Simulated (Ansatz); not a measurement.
# Structure relaxation of LiCl

The calculation used DFT PBE, scalar-relativistic, plane waves, PAW (Ansatz). Cutoff 420 eV, Γ-centred k mesh, Gaussian smearing, no spin polarisation in the final step.

The start puts LiCl on the sites of a reported ScGa cell (Cmcm, No. 63), with Li in place of Sc, Cl in place of Ga, at a guessed volume.

```yaml
crystal:
  lattice:
    - [1.90990, -4.84599, 0.00000]
    - [1.90990, 4.84599, 0.00000]
    - [0.00000, 0.00000, 3.69919]
  atoms:
    - { symbol: Li, position: [0.86200, 0.13800, 0.75000] }
    - { symbol: Li, position: [0.13800, 0.86200, 0.25000] }
    - { symbol: Cl, position: [0.58300, 0.41700, 0.75000] }
    - { symbol: Cl, position: [0.41700, 0.58300, 0.25000] }
```

Steps on the 6×6×6 mesh (4 atoms). 11 of 14 steps are shown, and the free energy counts from the last. Trial steps that were taken back and renewals of the plane-wave basis can be among the rows.

| step | ΔF (meV/atom) | V (Å³/atom) | P (GPa) | largest force component (eV/Å) |
| --- | --- | --- | --- | --- |
| 1 | 779.3 | 17.12 | 10.44 | 5.908 |
| 2 | 309.4 | 17.37 | 3.27 | 2.714 |
| 3 | 95.9 | 16.61 | 2.80 | 0.688 |
| 5 | 29.3 | 17.43 | 1.67 | 0.105 |
| 6 | 15.5 | 18.13 | 0.92 | 0.048 |
| 7 | 8.7 | 18.89 | 0.35 | 0.019 |
| 8 | 7.1 | 19.56 | -0.02 | 0.023 |
| 9 | 3.2 | 19.56 | 0.22 | 0.023 |
| 10 | 1.4 | 20.06 | 0.09 | 0.017 |
| 12 | 0.1 | 21.14 | 0.00 | 0.003 |
| 14 | 0.0 | 21.34 | 0.01 | 0.004 |

A final relaxation ran on a 8×8×6 mesh. The relaxed crystal, Cmcm (No. 63):

```cif
data_structure
_symmetry_space_group_name_H-M 'Cmcm'
_symmetry_Int_Tables_number 63
_cell_length_a 3.5181
_cell_length_b 14.0056
_cell_length_c 3.5268
_cell_angle_alpha 90.000
_cell_angle_beta 90.000
_cell_angle_gamma 90.000
_cell_volume 173.78
loop_
_atom_site_label
_atom_site_type_symbol
_atom_site_symmetry_multiplicity
_atom_site_Wyckoff_symbol
_atom_site_fract_x
_atom_site_fract_y
_atom_site_fract_z
_atom_site_occupancy
Li1 Li 4 c 0.50000 0.67152 0.75000 1
Cl1 Cl 4 c 0.50000 0.84824 0.75000 1
```

```
Volume per atom          : 21.7 Å³
Density                  : 1.6 g/cm³
Energy over the elements : -1.819 eV/atom
Gap on the 8×8×6 mesh    : 5.64 eV
```

The zero of energy is the elements' standard structures at the same level (Cl₂ as a molecule); no fitted shifts are applied.

The final run used a 8×8×6 mesh on its 4-atom cell and 0.02 eV smearing. Weakly bound directions are ill-defined at this level, which has no dispersion term.

Symmetry constrained the relaxation, so the result can be a saddle point.

Cost: 3 runs of about 1.6 core-minutes in all, on Arm Neoverse V2 (shared hosts).